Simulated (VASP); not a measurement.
# GaN in VASP: relaxation of the atoms with PBEsol

Aim: the relaxation of the atoms of GaN with PBEsol.

Program: VASP 6.6.1. These are calculated values, not measurements. Logs are shortened: lines on timing, memory, paths and dates and some standing lists are left out, and cuts for length are marked.

## 1. Starting point

The cell holds a slab with vacuum, 8 atoms: a = 3.180 Å, b = 5.166 Å, c = 19.672 Å, α = 90.00°, β = 90.00°, γ = 90.00°.

## 2. Relaxation of the atoms, PBEsol

The input, INCAR:

```
SYSTEM = GaN
  ALGO = Normal
  DIPOL = 0.5 0.5 0.500
  EDIFF = 1E-7
  EDIFFG = -0.015
  ENCUT = 520
  GGA = PS
  IBRION = 2
  IDIPOL = 3
  ISIF = 2
  ISMEAR = 0
  KPAR = 8
  LASPH = .TRUE.
  LCHARG = .FALSE.
  LDIPOL = .TRUE.
  LREAL = .FALSE.
  LWAVE = .FALSE.
  NELM = 60
  NSW = 100
  PREC = Accurate
  SIGMA = 0.05
```

The input, KPOINTS:

```
k-points
0
G
  8 6 1
  0 0 0
```

The input, POSCAR:

```
GaN
1.0
    3.1800000000      0.0000000000      0.0000000000
    0.0000000000      5.1660000000      0.0000000000
    0.0000000000      0.0000000000     19.6719477120
Ga N
4 4
Direct
    0.0000000000      0.0000000000      0.4066704587
    0.4999999999      0.5000000000      0.4533352294
    0.5000000000      0.0000000000      0.5466647706
    0.9999999999      0.5000000000      0.5933295413
    0.0000000000      0.3750000000      0.4066704587
    0.4999999999      0.8750000000      0.4533352294
    0.5000000000      0.3750000000      0.5466647706
    0.9999999999      0.8750000000      0.5933295413
```

Potentials or basis: VASP PAW PBE potentials, release 64 (Ga_d, N).

Started as:

```
$ cat potpaw_PBE.64/Ga_d/POTCAR potpaw_PBE.64/N/POTCAR > POTCAR
$ mpirun -np 8 vasp_std > vasp.out
```

OUTCAR:

```text
SYSTEM = GaN
   EDIFF = 1E-7
   EDIFFG = -0.015
   ENCUT = 520
   GGA = PS
   IBRION = 2
   ISIF = 2
   ISMEAR = 0
   LASPH = .TRUE.
   LREAL = .FALSE.
   NELM = 60
   NSW = 100
   PREC = Accurate

 ion  position               nearest neighbor table
   1  0.000  0.000  0.407-   5 1.94   6 1.95   6 1.95
   2  0.500  0.500  0.453-   6 1.94   7 1.95   5 1.95   5 1.95
   3  0.500  0.000  0.547-   7 1.94   6 1.95   8 1.95   8 1.95
   4  1.000  0.500  0.593-   8 1.94   7 1.95   7 1.95
   5  0.000  0.375  0.407-   1 1.94   2 1.95   2 1.95
   6  0.500  0.875  0.453-   2 1.94   3 1.95   1 1.95   1 1.95
   7  0.500  0.375  0.547-   3 1.94   2 1.95   4 1.95   4 1.95
   8  1.000  0.875  0.593-   4 1.94   3 1.95   3 1.95

  LATTYP: Found a simple orthorhombic cell.
 ALAT       =     3.1800000000
 B/A-ratio  =     1.6245283019
 C/A-ratio  =     6.1861470792

  Lattice vectors:

 A1 = (   3.1800000000,   0.0000000000,   0.0000000000)
 A2 = (   0.0000000000,   5.1660000000,   0.0000000000)
 A3 = (   0.0000000000,   0.0000000000,  19.6719477120)

Analysis of symmetry for initial positions (statically):
=====================================================================
 Subroutine PRICEL returns:
 Original cell was already a primitive cell.

 Routine SETGRP: Setting up the symmetry group for a
 simple orthorhombic supercell.

 Subroutine GETGRP returns: Found  4 space group operations
 (whereof  2 operations were pure point group operations)
 out of a pool of  8 trial point group operations.

The static configuration has the point symmetry C_1h.
 The point group associated with its full space group is C_2v.

Analysis of symmetry for dynamics (positions and initial velocities):
=====================================================================
 Subroutine PRICEL returns:
 Original cell was already a primitive cell.

 Routine SETGRP: Setting up the symmetry group for a
 simple orthorhombic supercell.

 Subroutine GETGRP returns: Found  4 space group operations
 (whereof  2 operations were pure point group operations)
 out of a pool of  8 trial point group operations.

The dynamic configuration has the point symmetry C_1h.
 The point group associated with its full space group is C_2v.

 Subroutine INISYM returns: Found  4 space group operations
 (whereof  2 operations are pure point group operations),
 and found     1 'primitive' translations

----------------------------------------------------------------------------------------

                                     Primitive cell

  volume of cell :     323.1684

  direct lattice vectors                    reciprocal lattice vectors
     3.180000000  0.000000000  0.000000000     0.314465409  0.000000000  0.000000000
     0.000000000  5.166000000  0.000000000     0.000000000  0.193573364  0.000000000
     0.000000000  0.000000000 19.671947712     0.000000000  0.000000000  0.050833807

  length of vectors
     3.180000000  5.166000000 19.671947712     0.314465409  0.193573364  0.050833807

  position of ions in fractional coordinates (direct lattice)
     0.000000000  0.000000000  0.406670459
     0.500000000  0.500000000  0.453335229
     0.500000000  0.000000000  0.546664771
     1.000000000  0.500000000  0.593329541
     0.000000000  0.375000000  0.406670459
     0.500000000  0.875000000  0.453335229
     0.500000000  0.375000000  0.546664771
     1.000000000  0.875000000  0.593329541

  ion indices of the primitive-cell ions
   primitive index   ion index
                 1           1
                 2           2
                 3           3
                 4           4
                 5           5
                 6           6
                 7           7
                 8           8

----------------------------------------------------------------------------------------

 KPOINTS: k-points

Automatic generation of k-mesh.
 Grid dimensions read from file:
 generate k-points for:    8    6    1

 Generating k-lattice:

  Cartesian coordinates                     Fractional coordinates (reciprocal lattice)
     0.039308176  0.000000000  0.000000000     0.125000000  0.000000000  0.000000000
     0.000000000  0.032262227  0.000000000     0.000000000  0.166666667  0.000000000
     0.000000000  0.000000000  0.050833807     0.000000000  0.000000000  1.000000000

  Length of vectors
     0.039308176  0.032262227  0.050833807

  Shift w.r.t. Gamma in fractional coordinates (k-lattice)
     0.000000000  0.000000000  0.000000000

 Subroutine IBZKPT returns following result:
 ===========================================

 Found     20 irreducible k-points:

 Following reciprocal coordinates:
            Coordinates               Weight
  0.000000  0.000000  0.000000      1.000000
  0.125000  0.000000  0.000000      2.000000
  0.250000  0.000000  0.000000      2.000000
  0.375000  0.000000  0.000000      2.000000
  0.500000  0.000000  0.000000      1.000000
  0.000000  0.166667  0.000000      2.000000
[... 12 lines left out ...]
  0.375000  0.500000  0.000000      2.000000
  0.500000  0.500000  0.000000      1.000000
   k-points           NKPTS =     20   k-points in BZ     NKDIM =     20   number of bands    NBANDS=     43
   number of dos      NEDOS =    301   number of ions     NIONS =      8
   total plane-waves  NPLWV = 144000
   dimension x,y,z NGX =    24 NGY =   40 NGZ =  150
   dimension x,y,z NGXF=    48 NGYF=   80 NGZF=  300
   ions per type =               4   4
   NGX,Y,Z   is equivalent  to a cutoff of  12.55, 12.87, 12.68 a.u.
   NGXF,Y,Z  is equivalent  to a cutoff of  25.09, 25.74, 25.35 a.u.
 SYSTEM =  GaN
   PREC   = accura    normal or accurate (medium, high low for compatibility)
   ISTART =      0    job   : 0-new  1-cont  2-samecut
   ICHARG =      2    charge: 1-file 2-atom 10-const
   ISPIN  =      1    spin polarized calculation?
   LNONCOLLINEAR =      F non collinear calculations
   LSORBIT =      F    spin-orbit coupling
   LASPH  =      T    aspherical Exc in radial PAW
   ENCUT  =  520.0 eV  38.22 Ry    6.18 a.u.   5.91  9.61 36.58*2*pi/ulx,y,z
   NELM   =     60;   NELMIN=  2; NELMDL= -5     # of ELM steps
   EDIFF  = 0.1E-06   stopping-criterion for ELM
   LREAL  =      F    real-space projection
   EDIFFG = -.1E-01   stopping-criterion for IOM
   NSW    =    100    number of steps for IOM
   IBRION =      2    ionic relax: 0-MD 1-quasi-New 2-CG
   NFREE  =      1    steps in history (QN), initial steepest desc. (CG)
   ISIF   =      2    stress and relaxation
   ISYM   =      2    0-nonsym 1-usesym 2-fastsym
   POTIM  = 0.5000    time-step for ionic-motion
   TEBEG  =    0.0;   TEEND  =   0.0 temperature during run
   PSTRESS=    0.0 pullay stress
   NELECT =      72.0000    total number of electrons
   NUPDOWN=      -1.0000    fix difference up-down
   EMIN   =  10.00;   EMAX   =-10.00  energy-range for DOS
   EFERMI =   0.00;   METHOD = LEGACY
   ISMEAR =     0;   SIGMA  =   0.05  broadening in eV -4-tet -1-fermi 0-gaus
   EFERMI_NEDOS =   21; number of points for ismear=-14 and -15
   IALGO  =     38    algorithm
   IMIX   =      4    mixing-type and parameters
     AMIX     =   0.40;   BMIX     =  1.00
     AMIX_MAG =   1.60;   BMIX_MAG =  1.00
  volume/ion in A,a.u.               =      40.40       272.61
  Fermi-wavevector in a.u.,A,eV,Ry     =   0.992452  1.875462 13.401199  0.984960
  Thomas-Fermi vector in A             =   2.124264
   LORBIT       =      0    0 simple, 1 ext, 2 COOP (PROOUT), +10 PAW based schemes
   GGA     = PS    functional components
   LHFCALC =     F    Hartree Fock is set to
   AEXX    =    0.0000 exact exchange contribution
   IVDW    =     0    specifies the selected vdW correction
   LEPSILON=     F    determine dielectric tensor
   LRPA    =     F    only Hartree local field effects (RPA)
 conjugate gradient relaxation of ions
 non-spin polarized calculation
 Gauss-broadening in eV      SIGMA  =   0.05
  energy-cutoff  :      520.00
  volume of cell :      323.17
 maximum number of plane-waves:      8784
 NGX is ok and might be reduce to    24
   NGX = 11   NGY = 19   NGZ = 73

--------------------------------------- Ionic step        1  -------------------------------------------

 number of electron      71.9999979 magnetization

 Free energy of the ion-electron system (eV)
  ---------------------------------------------------
  ext. energy  EPLUGINS =         0.00000000
  ---------------------------------------------------
  free energy    TOTEN  =       -48.02387223 eV

  energy without entropy =      -48.02387223  energy(sigma->0) =      -48.02387223

------------------------ aborting loop because EDIFF is reached ----------------------------------------

  FORCE on cell =-STRESS in cart. coord.  units (eV):
  Direction    XX          YY          ZZ          XY          YZ          ZX
  --------------------------------------------------------------------------------------
  -------------------------------------------------------------------------------------
  Total       -1.4071398     -5.8473260     -2.1893990      0.0000000      0.0000000      0.0000000
  in kB       -6.9762003    -28.9893853    -10.8544199      0.0000000      0.0000000      0.0000000
  external PRESSURE =     -15.6066685 kB  Pullay stress =       0.0000000 kB
[... 107 lines left out ...]
  FREE ENERGIE OF THE ION-ELECTRON SYSTEM (eV)
  ---------------------------------------------------
  free  energy   TOTEN  =       -48.9202307305 eV

  energy  without entropy=      -48.9202307305  energy(sigma->0) =      -48.92023073

[... ionic steps 4 to 22 ...]

--------------------------------------- Ionic step       23  -------------------------------------------

 number of electron      71.9999963 magnetization

------------------------ aborting loop because EDIFF is reached ----------------------------------------
[... 31 lines left out ...]
  FREE ENERGIE OF THE ION-ELECTRON SYSTEM (eV)
  ---------------------------------------------------
  free  energy   TOTEN  =       -49.1781720499 eV

  energy  without entropy=      -49.1781720499  energy(sigma->0) =      -49.17817205

 dipolmoment           0.000000      0.000000     -0.000000 electrons x Angstroem

--------------------------------------- Ionic step       24  -------------------------------------------

 number of electron      71.9999965 magnetization

------------------------ aborting loop because EDIFF is reached ----------------------------------------
[... 37 lines left out ...]
--------------------------------------- Ionic step       25  -------------------------------------------

 number of electron      71.9999965 magnetization

 dipolmoment           0.000000      0.000000      0.000000 electrons x Angstroem

 Free energy of the ion-electron system (eV)
  ---------------------------------------------------
  ext. energy  EPLUGINS =         0.00000000
  ---------------------------------------------------
  free energy    TOTEN  =       -49.17820423 eV

  energy without entropy =      -49.17820423  energy(sigma->0) =      -49.17820423

 E-fermi :  -2.4756     XC(G=0):  -4.0067

 val. band max:       -2.7345360606   @ k =   0.0000   0.1667   0.0000
 cond. band min:      -0.7990981557   @ k =   0.0000   0.0000   0.0000
 fundamental gap:      1.9354379049
 Fermi energy:        -2.4756080570

 k-point     1 :       0.0000    0.0000    0.0000
  band No.  band energies     occupation
      1     -18.6587      2.00000
      2     -18.2021      2.00000
      3     -17.6774      2.00000
      4     -17.5870      2.00000
      5     -16.3509      2.00000
      6     -16.3362      2.00000
[... 909 lines left out ...]
     42       3.3316      0.00000
     43       4.9654      0.00000

------------------------ aborting loop because EDIFF is reached ----------------------------------------

 vacuum level on the upper side and lower side of the slab       (xc-potential included)        -0.011        -0.011

  FORCE on cell =-STRESS in cart. coord.  units (eV):
  Direction    XX          YY          ZZ          XY          YZ          ZX
  --------------------------------------------------------------------------------------
  -------------------------------------------------------------------------------------
  Total        4.1939774      4.6400540     -0.0917376      0.0000000      0.0000000      0.0000000
  in kB       20.7925516     23.0040727     -0.4548091      0.0000000      0.0000000      0.0000000
  external PRESSURE =      14.4472718 kB  Pullay stress =       0.0000000 kB
[... 23 lines left out ...]
  FREE ENERGIE OF THE ION-ELECTRON SYSTEM (eV)
  ---------------------------------------------------
  free  energy   TOTEN  =       -49.1782042315 eV

  energy  without entropy=      -49.1782042315  energy(sigma->0) =      -49.17820423

 reached required accuracy - stopping structural energy minimisation

 vacuum level on the upper side and lower side of the slab         3.064         3.064
```

Run time: 32 min. Hardware: 8 MPI ranks of AMD EPYC 7R43 (Zen 3), shared host; peak memory 0.56 GiB.

What came out:

```
Free energy                  : -49.1782 eV
Energy gained by relaxing    : 144.3 meV/atom
Ionic steps                  : 25
Largest force after relaxing : 0.012 eV/Å
Band gap on the k mesh       : 1.94 eV, indirect (least direct gap 1.99 eV)
```

Forces in eV/Å, atoms in the order of the input:
```
Ga   0.000 -0.010  0.007
Ga   0.000  0.000 -0.003
Ga   0.000  0.000  0.003
Ga   0.000 -0.010 -0.007
N    0.000  0.005  0.002
N    0.000  0.006  0.003
N    0.000  0.006 -0.003
N    0.000  0.005 -0.002
```

Step by step:
| step | energy change (eV) | largest force (eV/Å) | pressure (GPa) |
| --- | --- | --- | --- |
| 1 | 0.0000 | 2.4348 | -1.56 |
| 2 | -0.8283 | 1.2791 | -0.30 |
| 3 | -0.8964 | 1.3973 | 0.40 |
| 4 | -1.0326 | 0.6462 | 0.83 |
| 5 | -1.0327 | 0.6311 | 0.82 |
| 6 | -1.0900 | 0.4441 | 1.30 |
| 7 | -1.0934 | 0.5093 | 1.45 |
| 8 | -1.1263 | 0.3329 | 1.75 |
| 9 | -1.1296 | 0.3489 | 1.88 |
| 10 | -1.1440 | 0.2313 | 1.85 |
| 11 | -1.1440 | 0.2369 | 1.85 |
| 12 | -1.1469 | 0.2100 | 1.80 |
| 13 | -1.1481 | 0.1290 | 1.82 |
| 14 | -1.1507 | 0.1106 | 1.73 |
| 15 | -1.1514 | 0.1130 | 1.66 |
| 16 | -1.1531 | 0.0590 | 1.52 |
| 17 | -1.1532 | 0.0719 | 1.49 |
| 18 | -1.1537 | 0.0785 | 1.45 |
| 19 | -1.1538 | 0.0505 | 1.46 |
| 20 | -1.1542 | 0.0294 | 1.45 |
| 21 | -1.1542 | 0.0336 | 1.44 |
| 22 | -1.1543 | 0.0156 | 1.44 |
| 23 | -1.1543 | 0.0153 | 1.44 |
| 24 | -1.1543 | 0.0150 | 1.45 |
| 25 | -1.1543 | 0.0125 | 1.44 |

Final structure:
```cif
data_structure
_symmetry_space_group_name_H-M 'P 1'
_symmetry_Int_Tables_number 1
_cell_length_a 3.1800
_cell_length_b 5.1660
_cell_length_c 19.6719
_cell_angle_alpha 90.000
_cell_angle_beta 90.000
_cell_angle_gamma 90.000
_cell_volume 323.17
loop_
_atom_site_label
_atom_site_type_symbol
_atom_site_fract_x
_atom_site_fract_y
_atom_site_fract_z
_atom_site_occupancy
Ga1 Ga 0.00000 0.02171 0.42335 1
Ga2 Ga 0.50000 0.49575 0.44302 1
Ga3 Ga 0.50000 0.99575 0.55698 1
Ga4 Ga 0.00000 0.52171 0.57665 1
N1 N 0.00000 0.36755 0.40709 1
N2 N 0.50000 0.86499 0.45203 1
N3 N 0.50000 0.36499 0.54797 1
N4 N 0.00000 0.86755 0.59291 1
```

Caveat: the PAW data sets were made with another functional, which shifts forces and pressure a little. PBEsol gaps usually lie below the measured ones, often by a third to a half.
